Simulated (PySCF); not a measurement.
## Reproducing measurements on 1,3-cyclohexadiene

**Experimental background.**

NIST CCCBDB Release 22 (SRD 101), experimental dipoles lists, for the gas: dipole moment 0.437 D.

The runs below try to reproduce these values; the comparison stands at the end.

1,3-cyclohexadiene, C6H8.
Atom-mapped SMILES: `[CH:1]1=[CH:2][CH2:3][CH2:4][CH:5]=[CH:6]1` (hydrogens: H7 on C1; H8 on C2; H9, H10 on C3; H11, H12 on C4; H13 on C5; H14 on C6)

Cartesian coordinates in Å at the PBE0-D3(BJ)/def2-SVP level; atoms count from 1:
```
atom  x, y, z in Å
C1     1.3032    1.2987   -0.5130
C2    -0.0073    1.5286   -0.3222
C3    -0.8308    0.5713    0.4921
C4    -0.3151   -0.8606    0.3735
C5     1.1825   -0.9239    0.4792
C6     1.9338    0.1000    0.0386
H7     1.9197    2.0161   -1.0616
H8    -0.4725    2.4436   -0.7006
H9    -0.7890    0.8958    1.5519
H10   -1.8925    0.6202    0.2046
H11   -0.6092   -1.2809   -0.6100
H12   -0.7922   -1.5032    1.1293
H13    1.6526   -1.8363    0.8583
H14    3.0254    0.0412    0.0656
```

Runs made with PySCF (gas phase, on this PBE0-D3(BJ)/def2-SVP geometry; no spin–orbit coupling):

```
                             level                                                                                                  job  basis functions  wall time
PBE0-D3(BJ)/def2-SVP, grid level 1                                         geometry optimisation from a GFN2-xTB start shaken at random              124       35 s
                    PBE0/def2-SVPD  6 singlets by full TDDFT, polarisability, dynamic polarisability, density and orbital grids written              184       25 s
BHandHLYP/aug-pcX-1 (pcseg-1 on H)                                                                                 K-edge TDA, 28 lines              238       17 s
```

Hardware: Arm Neoverse V1, one thread (shared host).

## Comparison

**Dipole moment.** Measured: 0.437 D (NIST CCCBDB Release 22 (SRD 101), experimental dipoles).

```tsv
level	computed (D)	computed − measured (D)	% (from the printed values)
PBE0-D3(BJ)/def2-SVP	0.463	+0.026	+6
PBE0/def2-SVPD	0.502	+0.065	+15
BHandHLYP/aug-pcX-1 (pcseg-1 on H)	0.499	+0.062	+14
```

All 3 levels lie above the measurement. The computed dipoles belong to one fixed geometry; measured ones are averaged over vibrations unless marked μe. Magnitudes are compared, not signs.

The geometry is computed, not the measured one. Where a level misses, the cause wasn't examined.
